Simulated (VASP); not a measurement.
BeTe:

```
CELL_PARAMETERS angstrom
0.00000 2.77000 2.77000
2.77000 0.00000 2.77000
2.77000 2.77000 0.00000
ATOMIC_POSITIONS crystal
Te 0.75000 0.75000 0.75000
Be 0.00000 0.00000 0.00000
```

* Program: VASP 6.6.1
* Task: relaxation of cell and atoms
* Functional: RPBE
* Dispersion: D3(BJ)
* Potentials or basis: VASP PAW PBE potentials, release 64 (Te, Be)
* Cutoff: 600 eV
* k mesh: 8 × 8 × 8
* Occupations: fermi-dirac, width 0.05 eV
* Spin: no spin polarisation

At the start: pressure -7.1 GPa; volume 21.25 Å³/atom.

Question: How do energy, volume and symmetry change on relaxing?

Answer: Over 3 steps the energy falls by 58.8 meV/atom and the volume is 18.85 Å³/atom (-11.3 %); space group F-43m (No. 216, to 0.05 Å).

The path:
```tsv
step	energy change (eV)	largest force (eV/Å)	pressure (GPa)	volume (Å³)
1	0.0000	0.0000	-7.13	42.51
2	-0.1141	0.0000	1.57	36.95
3	-0.1177	0.0000	0.03	37.69
```

Final structure:
```xyz
2
Lattice="0.0000 2.6612 2.6612 2.6612 0.0000 2.6612 2.6612 2.6612 0.0000" Properties=species:S:1:pos:R:3 pbc="T T T"
Te    3.9918    3.9918    3.9918
Be    0.0000    0.0000    0.0000
```

Caveat: the PAW data sets were made with another functional, which shifts forces and pressure a little; the volume moved by -11 % from the deposited cell, more than functionals usually miss.
